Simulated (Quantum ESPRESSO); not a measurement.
# Te2Mo (P6_3/mmc) in Quantum ESPRESSO: further runs, part 2 of 2

Quantum ESPRESSO 7.5. The steps go on from the part before.

### 10 Band structure, PBEsol

Contents of pw.in:

```
&CONTROL
  calculation = 'scf'
  prefix = 'pwscf'
  outdir = './tmp'
  pseudo_dir = './pseudo'
  tprnfor = .true.
  tstress = .true.
  disk_io = 'low'
/
&SYSTEM
  ibrav = 0
  celldm(1) = 8
  nat = 6
  ntyp = 2
  ecutwfc = 45
  ecutrho = 360
  nbnd = 36
  occupations = 'smearing'
  smearing = 'fd'
  degauss = 0.00367493
/
&ELECTRONS
  conv_thr = 1.2d-09
  electron_maxstep = 120
  mixing_beta = 0.5
/
ATOMIC_SPECIES
Te   127.6000 te_pbesol_v1.uspp.F.UPF
Mo    95.9500 mo_pbesol_v1.uspp.F.UPF
CELL_PARAMETERS alat
  0.8310543064573   0.0000000000000   0.0000000000000
 -0.4155271532286   0.7197141413178   0.0000000000000
  0.0000000000000   0.0000000000000   3.3007846218838
ATOMIC_POSITIONS crystal
Te     0.6666666667    0.3333333333    0.3790000000
Te     0.3333333333    0.6666666667    0.8790000000
Te     0.6666666667    0.3333333333    0.1210000000
Te     0.3333333333    0.6666666667    0.6210000000
Mo     0.6666666667    0.3333333333    0.7500000000
Mo     0.3333333333    0.6666666667    0.2500000000
K_POINTS automatic
9 9 2 0 0 0
```

Contents of bands.in:

```
&CONTROL
  calculation = 'bands'
  prefix = 'pwscf'
  outdir = './tmp'
  pseudo_dir = './pseudo'
  disk_io = 'low'
  verbosity = 'high'
/
&SYSTEM
  ibrav = 0
  celldm(1) = 8
  nat = 6
  ntyp = 2
  ecutwfc = 45
  ecutrho = 360
  nbnd = 36
  occupations = 'smearing'
  smearing = 'fd'
  degauss = 0.00367493
/
&ELECTRONS
  conv_thr = 1d-08
  electron_maxstep = 120
  mixing_beta = 0.5
  diago_full_acc = .true.
  startingwfc = 'random'
/
ATOMIC_SPECIES
Te   127.6000 te_pbesol_v1.uspp.F.UPF
Mo    95.9500 mo_pbesol_v1.uspp.F.UPF
CELL_PARAMETERS alat
  0.8310543064573   0.0000000000000   0.0000000000000
 -0.4155271532286   0.7197141413178   0.0000000000000
  0.0000000000000   0.0000000000000   3.3007846218838
ATOMIC_POSITIONS crystal
Te     0.6666666667    0.3333333333    0.3790000000
Te     0.3333333333    0.6666666667    0.8790000000
Te     0.6666666667    0.3333333333    0.1210000000
Te     0.3333333333    0.6666666667    0.6210000000
Mo     0.6666666667    0.3333333333    0.7500000000
Mo     0.3333333333    0.6666666667    0.2500000000
K_POINTS crystal
60
 0.0000000000  0.0000000000  0.0000000000 1
 0.0555555556  0.0000000000  0.0000000000 1
 0.1111111111  0.0000000000  0.0000000000 1
 0.1666666667  0.0000000000  0.0000000000 1
 0.2222222222  0.0000000000  0.0000000000 1
 0.2777777778  0.0000000000  0.0000000000 1
 0.3333333333  0.0000000000  0.0000000000 1
 0.3888888889  0.0000000000  0.0000000000 1
 0.4444444444  0.0000000000  0.0000000000 1
 0.5000000000  0.0000000000  0.0000000000 1
 0.4666666667  0.0666666667  0.0000000000 1
 0.4333333333  0.1333333333  0.0000000000 1
 0.4000000000  0.2000000000  0.0000000000 1
 0.3666666667  0.2666666667  0.0000000000 1
 0.3333333333  0.3333333333  0.0000000000 1
 0.3030303030  0.3030303030  0.0000000000 1
 0.2727272727  0.2727272727  0.0000000000 1
 0.2424242424  0.2424242424  0.0000000000 1
 0.2121212121  0.2121212121  0.0000000000 1
 0.1818181818  0.1818181818  0.0000000000 1
 0.1515151515  0.1515151515  0.0000000000 1
 0.1212121212  0.1212121212  0.0000000000 1
 0.0909090909  0.0909090909  0.0000000000 1
 0.0606060606  0.0606060606  0.0000000000 1
 0.0303030303  0.0303030303  0.0000000000 1
 0.0000000000  0.0000000000  0.0000000000 1
 0.0000000000  0.0000000000  0.5000000000 1
 0.0500000000  0.0000000000  0.5000000000 1
 0.1000000000  0.0000000000  0.5000000000 1
 0.1500000000  0.0000000000  0.5000000000 1
 0.2000000000  0.0000000000  0.5000000000 1
 0.2500000000  0.0000000000  0.5000000000 1
 0.3000000000  0.0000000000  0.5000000000 1
 0.3500000000  0.0000000000  0.5000000000 1
 0.4000000000  0.0000000000  0.5000000000 1
 0.4500000000  0.0000000000  0.5000000000 1
 0.5000000000  0.0000000000  0.5000000000 1
 0.4666666667  0.0666666667  0.5000000000 1
 0.4333333333  0.1333333333  0.5000000000 1
 0.4000000000  0.2000000000  0.5000000000 1
 0.3666666667  0.2666666667  0.5000000000 1
 0.3333333333  0.3333333333  0.5000000000 1
 0.3076923077  0.3076923077  0.5000000000 1
 0.2820512821  0.2820512821  0.5000000000 1
 0.2564102564  0.2564102564  0.5000000000 1
 0.2307692308  0.2307692308  0.5000000000 1
 0.2051282051  0.2051282051  0.5000000000 1
 0.1794871795  0.1794871795  0.5000000000 1
 0.1538461538  0.1538461538  0.5000000000 1
 0.1282051282  0.1282051282  0.5000000000 1
 0.1025641026  0.1025641026  0.5000000000 1
 0.0769230769  0.0769230769  0.5000000000 1
 0.0512820513  0.0512820513  0.5000000000 1
 0.0256410256  0.0256410256  0.5000000000 1
 0.0000000000  0.0000000000  0.5000000000 1
 0.5000000000  0.0000000000  0.5000000000 1
 0.5000000000  0.0000000000  0.0000000000 1
 0.3333333333  0.3333333333  0.0000000000 1
 0.3333333333  0.3333333333  0.2500000000 1
 0.3333333333  0.3333333333  0.5000000000 1
```

Potentials or basis: GBRV 1.5 PBEsol.

The run is started by

```
> OMP_NUM_THREADS=1 mpirun -n 2 pw.x -nk 2 -in pw.in > pw.out
> OMP_NUM_THREADS=1 mpirun -n 2 pw.x -nk 2 -in bands.in > bands.out
```

Run time: 3 min. Hardware: 2 MPI ranks of Intel Xeon Platinum 8259CL at 2.50GHz (Skylake/Cascade Lake), shared host; peak memory 0.64 GiB.

Results (log left out):

```yaml
Free_energy: -5231.7934 eV
Pressure: -0.3 GPa
Largest_force: 0.040 eV/Å
Band_gap_on_the_k_mesh: 0.70 eV, indirect (least direct gap 1.03 eV)
Band_gap_along_the_path: 0.65 eV, indirect (least direct gap 1.03 eV)
```

Forces in eV/Å, atoms in the order of the input:
```
Te   0.000  0.000  0.040
Te   0.000  0.000  0.040
Te   0.000  0.000 -0.040
Te   0.000  0.000 -0.040
Mo   0.000  0.000  0.000
Mo   0.000  0.000  0.000
```

Stress tensor (GPa, compression positive):
```
-0.49  0.00  0.00
 0.00 -0.49  0.00
 0.00  0.00  0.17
```

Levels at the corners of the path, in eV from the valence-band top:
```csv
point,band 22,band 23,band 24,band 25,band 26,band 27,band 28,band 29,band 30,band 31
Γ,-1.10,-1.06,-1.06,-0.37,0.00,2.86,2.86,2.97,2.97,3.06
M,-1.85,-1.09,-0.99,-0.65,-0.37,1.24,1.31,1.39,1.74,2.50
K,-3.19,-1.88,-1.88,-0.34,-0.10,0.94,0.94,1.02,2.10,2.25
Γ,-1.10,-1.06,-1.06,-0.37,0.00,2.86,2.86,2.97,2.97,3.06
A,-1.08,-1.08,-1.08,-0.09,-0.09,2.89,2.89,2.89,2.89,3.22
L,-1.98,-1.02,-1.02,-0.51,-0.51,1.27,1.27,1.58,1.58,2.93
H,-2.81,-2.04,-2.04,-0.25,-0.25,0.94,0.94,1.51,1.51,2.33
A,-1.08,-1.08,-1.08,-0.09,-0.09,2.89,2.89,2.89,2.89,3.22
L,-1.98,-1.02,-1.02,-0.51,-0.51,1.27,1.27,1.58,1.58,2.93
M,-1.85,-1.09,-0.99,-0.65,-0.37,1.24,1.31,1.39,1.74,2.50
K,-3.19,-1.88,-1.88,-0.34,-0.10,0.94,0.94,1.02,2.10,2.25
H,-2.81,-2.04,-2.04,-0.25,-0.25,0.94,0.94,1.51,1.51,2.33
```

Caveat: spin-orbit coupling is left out, which moves the levels of the heavy elements; this functional lacks dispersion, which binds the layers, so the pressure and a relaxed spacing across them are unreliable.

### 11 Against experiment

Step 10. A measured gap of Te2Mo is 0.88 eV (indirect; 300 K; quoted in “Broadband infrared study of pressure-tunable Fano resonance and metallization transition in 2H-MoTe2”, 2022, pmc:9569381); the calculated 0.65 eV misses it by -0.23 eV. Spin-orbit coupling on Mo, Te is left out. The value is that of PBEsol, without temperature or zero-point motion. Semilocal functionals fall short of measured gaps as a rule.
